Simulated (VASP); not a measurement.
**BeTe (CsCl): one LDA relaxation of cell and atoms in two programs**

Start cell

```cif
data_structure
_symmetry_space_group_name_H-M 'P 1'
_symmetry_Int_Tables_number 1
_cell_length_a 3.3564
_cell_length_b 3.3564
_cell_length_c 3.3564
_cell_angle_alpha 90.000
_cell_angle_beta 90.000
_cell_angle_gamma 90.000
_cell_volume 37.81
loop_
_atom_site_label
_atom_site_type_symbol
_atom_site_fract_x
_atom_site_fract_y
_atom_site_fract_z
_atom_site_occupancy
Be1 Be 0.00000 0.00000 0.00000 1
Te1 Te 0.50000 0.50000 0.50000 1
```

The two codes use different PAW datasets and cutoffs. VASP's cell holds 8 valence electrons and Ansatz's 18. LDA means the Perdew–Zunger form with relativistic exchange in VASP and the Perdew–Wang form in Ansatz.

Cutoffs: 600 eV in VASP, 420 eV in Ansatz. k meshes: 8×8×8 and 8×8×8.

```json
{"": "relaxed cell vector lengths", "VASP": "3.302, 3.302, 3.302 Å", "Ansatz": "3.300, 3.300, 3.300 Å"}
{"": "relaxed cell volume", "VASP": "36.00 Å³", "Ansatz": "35.92 Å³"}
```
